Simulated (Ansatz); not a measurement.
The system is ZrC.

```xyz
4
Lattice="3.3915 0.0000 0.0000 -1.6957 2.9371 0.0000 0.0000 0.0000 5.2901" Properties=species:S:1:pos:R:3 pbc="T T T"
Zr    1.6957    0.9790    3.9675
Zr    0.0000    1.9581    1.3225
C     0.0000    0.0000    2.6450
C     0.0000    0.0000    0.0000
```

The cell comes from a database or a generator and needn't be the stable form of this composition.

Base run:

* Program: Ansatz 0.2.0
* Functional: PBEsol
* Potentials or basis: Ansatz PAW
* Cutoff: 420 eV
* Density cutoff: 1680 eV
* k mesh: 9 × 9 × 5
* Occupations: fermi-dirac, width 0.05 eV
* Spin: no spin polarisation
* Hubbard terms: Zr d U = 6 eV

Its results: band gap on the k mesh none (metal or under the smearing width); pressure 0.0 GPa.

Question: After a change of settings the same cell gave: band gap on the k mesh none (metal or under the smearing width); pressure -1.5 GPa. Which change was it?
A. hubbard terms from Zr d U = 6 eV to none; hubbard projectors from ortho-atomic (the default) to none
B. hubbard terms from Zr d U = 6 eV to Zr d U = 5 eV
C. k mesh from 9 × 9 × 5 to 7 × 7 × 4; hubbard terms from Zr d U = 6 eV to none; hubbard projectors from ortho-atomic (the default) to none
D. hubbard terms from Zr d U = 6 eV to Zr d U = 3 eV

Answer: B.

Caveats: U without spin polarisation on a metal has little footing; the PAW data sets come from PBE, with cores solved anew for the run's functional, which leaves a small shift of forces and pressure; the U is typed as a test and isn't derived for this compound.

Not every run made on this cell is shown here.
